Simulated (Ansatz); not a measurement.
**SnSe2 (P-3m1), a sublattice moved along a line**

Theory: DFT r2SCAN, scalar-relativistic, plane waves, PAW in Ansatz. The runs took a 500 eV cutoff, a Γ-centred 12×12×4 mesh and Gaussian smearing (0.05 eV). No spin polarisation. Energies are free energies at this smearing, counted from the undisturbed cell; pressure is positive in compression.

Zero of the scan (relaxed at this level):

```
CELL_PARAMETERS angstrom
3.84057 0.00000 0.00000
-1.92028 3.32603 0.00000
0.00000 0.00000 6.52330
ATOMIC_POSITIONS crystal
Sn 0.00000 0.00000 0.00000
Se 0.33333 0.66667 0.24127
Se 0.66667 0.33333 0.75873
```

The cell holds layers and no dispersion correction was added, so their binding is poorly described.

Every Se atom is moved by x along the Cartesian unit vector (0.000, -0.815, -0.579); the cell and all other atoms stay fixed.

| x (Å) | ΔE (meV/cell) |
| --- | --- |
| -0.1000 | 44.2 |
| -0.0500 | 10.9 |
| 0.0000 | 0.0 |
| 0.0750 | 24.7 |

(1) Predict the force along x on the moved atoms (eV/Å) at each point.

Results:

(1)
| x (Å) | force along x on the moved atoms (eV/Å) |
| --- | --- |
| -0.1000 | 0.90 |
| -0.0500 | 0.44 |
| 0.0000 | 0.00 |
| 0.0750 | -0.66 |

Cost: 4 runs of about 3.9 core-minutes in all, on Arm Neoverse V2 (shared hosts).